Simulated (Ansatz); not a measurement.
Wanted: the native input for an Ansatz 0.2.0 run.

| Property | Result |
| --- | --- |
| Task | relaxation of cell and atoms |
| Functional | r2SCAN |
| Dispersion | D3(BJ) |
| Potentials or basis | Ansatz PAW |
| Cutoff | 500 eV (not typed: the program's choice for these potentials) |
| k mesh | 6 × 6 × 6 |
| Occupations | fermi-dirac, width 0.05 eV |
| Spin | no spin polarisation |

Crystal: BaTiO3.

```
Ba Ti O
1.0
     2.82767   -4.89766    0.00000
     5.65534    0.00000    0.00000
     2.82767   -1.63255    4.63546
Ba Ti O
2 2 6
Direct
  0.91779 0.96775 0.97384
  0.57743 0.65456 0.34893
  0.85544 0.70465 0.78241
  0.22545 0.19420 0.34593
  0.10784 0.46592 0.94252
  0.52682 0.06235 0.36076
  0.62665 0.39895 0.01957
  0.86137 0.04878 0.56098
  0.50458 0.98890 0.05292
  0.81793 0.53523 0.54825
```

One way to write it, as run:

input.yaml

```yaml
crystal:
  lattice:
    - [2.82766816, -4.89766492, 0.0]
    - [5.65533632, 0.0, 0.0]
    - [2.82766816, -1.63255497, 4.63546322]
  atoms:
    - { symbol: Ba, position: [0.91779247, 0.96775091, 0.97383736] }
    - { symbol: Ba, position: [0.57742951, 0.65455723, 0.34893146] }
    - { symbol: Ti, position: [0.85544443, 0.70465259, 0.78240916] }
    - { symbol: Ti, position: [0.2254501, 0.19420324, 0.34593407] }
    - { symbol: O, position: [0.10783783, 0.46592468, 0.94251724] }
    - { symbol: O, position: [0.52682404, 0.06235204, 0.36075773] }
    - { symbol: O, position: [0.62664548, 0.39895374, 0.01956568] }
    - { symbol: O, position: [0.86136909, 0.0487807, 0.56098022] }
    - { symbol: O, position: [0.50457995, 0.98889507, 0.05291614] }
    - { symbol: O, position: [0.8179271, 0.5352298, 0.54825093] }
hamiltonian:
  xc: r2scan
  pseudopotentials: { kind: paw }
  dispersion: d3bj
kpoints:
  mp_grid: { grid: [6, 6, 6] }
scf:
  occupations: { method: fermi_dirac, width: 0.05 }
output:
  forces: true
  stress: true
  eigenvalues: true
relax:
  f_tol: 0.01
  max_steps: 40
  cell: { stress_tol: 0.05 }
```

Potentials or basis: Ansatz PAW.

Command:

```bash
$ ansatz run input.yaml --threads 4 --pin off --max-ram 11264MiB --backend cpu --events-out ev --progress --plain --runs-dir out
```

Results of the run:

```yaml
Relaxed_volume: 12.85 Å³/atom
Relaxed_cell: a = 5.656 Å, b = 5.672 Å, c = 5.658 Å, α = 60.08°, β = 59.99°, γ = 60.11°
Space_group_after_relaxing_to_0.05_Å: R3m (No. 160)
Energy_gained_by_relaxing: 2611.2 meV/atom
Ionic_steps: 10
Pressure_after_relaxing: 0.0 GPa
Largest_force_after_relaxing: 0.006 eV/Å
Band_gap_on_the_k_mesh: 2.77 eV, direct
```

Caveat: the plane-wave basis is chosen anew once the cell has moved, so the energies of steps on either side of that aren't comparable; spin-orbit coupling is left out, which moves the levels of the heavy elements; the PAW data sets come from PBE, with cores solved anew for the run's functional, which leaves a small shift of forces and pressure; the dispersion damping was fitted for another functional or another form of the correction.

Run time: 6.9 min on 4 threads of Arm Neoverse V2 (shared host), peak memory 1.3 GiB.
